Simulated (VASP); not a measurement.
Set up this calculation in VASP 6.6.1, as the native input.

* Task: single point
* Functional: PBE
* Potentials or basis: VASP PAW PBE potentials, release 64 (Sc_sv, Al)
* Cutoff: 520 eV
* k mesh: 7 × 7 × 7
* Occupations: gaussian, width 0.012 eV
* Spin: no spin polarisation
* Further INCAR settings: ALGO = Fast; EDIFF = 1e-07; NBANDS = 18

The structure of ScAl3 lies in POSCAR:

```
ScAl3
1.0
    4.0878065700      0.0000000000      0.0000000000
    0.0000000000      4.0878065700      0.0000000000
    0.0000000000      0.0000000000      4.0878065700
Sc Al
1 3
Direct
    0.0000000000      0.0000000000      0.0000000000
    0.5000000000      0.5000000000      0.0000000000
    0.0000000000      0.5000000000      0.5000000000
    0.5000000000      0.0000000000      0.5000000000
```

The cell is a database's computed one.

One way to write it, as run:

INCAR

```
PREC = Accurate
ENCUT = 520
EDIFF = 1E-7
ISMEAR = 0
SIGMA = 0.012
LREAL = False
LASPH = True
NELM = 60
ALGO = Fast
ISIF = 2
LWAVE = False
LCHARG = False
GGA = PE
NBANDS = 18
```

KPOINTS

```
Automatic mesh
0
Gamma
  7 7 7
```

Potentials or basis: VASP PAW PBE potentials, release 64 (Sc_sv, Al).

Launch:

```sh
$ cat potpaw_PBE.64/Sc_sv/POTCAR potpaw_PBE.64/Al/POTCAR > POTCAR
$ mpirun -np 1 vasp_std > vasp.out
```

Results of the run:

```json
{
 "Pressure": "1.2 GPa",
 "Band gap on the k mesh": "none (metal or under the smearing width)"
}
```

Wall time 28 s on 1 thread of Intel(R) Xeon(R) 6975P-C (Granite Rapids), on a shared host, peak memory 0.17 GiB.
